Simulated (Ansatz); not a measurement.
**An added O started as a split pair with an O atom in rocksalt CaO, 65 atoms, charge 0**

All numbers come from Ansatz (PAW, plane waves, no spin–orbit coupling) at the single k point (¼, ¼, ¼) without its symmetry partners. The atoms were relaxed with PBEsol in a fixed cell; other functionals are single points on those atoms unless said otherwise. The valence top and gap of the host come from its small cell on a dense mesh, with the band extrema sought between the mesh points, lined up by the mean potential, PBEsol gap 3.54 eV, HSE06 gap 5.31 eV.

Cell: a = 9.535 Å, b = 9.535 Å, c = 9.535 Å, α = 90.00°, β = 90.00°, γ = 90.00°.

Nearest atoms after relaxation, from the placed atom (for vacancies from the middle of the vacant sites): O at 1.43 Å, Ca at 2.14 Å, Ca at 2.14 Å, Ca at 2.42 Å, Ca at 2.44 Å, O at 2.73 Å, O at 3.10 Å, O at 3.10 Å.

Chemical potentials μ are those of reference phases of the elements at zero temperature by the same functional (the usual solids, diamond for C, grey Sn, and the molecules H2, N2, O2, F2, Cl2, Br2 and S8).

```
functional  E(defect) − E(host) − Σ nμ + q·E_VBM (eV)  monopole (eV)  alignment (eV)  formation energy at E_F = VBM (eV)  moment (μB)            wall time, shared host
    PBEsol                                       1.33           0.00            0.00                                1.33  0 (no spin)  33 s on NVIDIA H100 (relaxation)
     HSE06                                       1.66           0.00            0.00                                1.66  0 (no spin)               56 s on NVIDIA H100
```

HSE06 one-electron levels near the gap (the ten most localised at most), from the host's valence top:

| level (eV) | spin | filling | atoms sharing it | element of the atom with most weight |
| --- | --- | --- | --- | --- |
| -0.29 | both | 2.00 | 23.0 | spread |
| -0.15 | both | 2.00 | 32.1 | spread |
| -0.14 | both | 2.00 | 31.3 | spread |
| 0.00 | both | 2.00 | 7.7 | O |
| 0.05 | both | 2.00 | 5.1 | O |

All elements are taken at their own reference at once; growth conditions in equilibrium with the host shift these energies, by up to the host's formation enthalpy.

One k point and a cell of this size can leave errors of several tenths of an eV in such numbers.
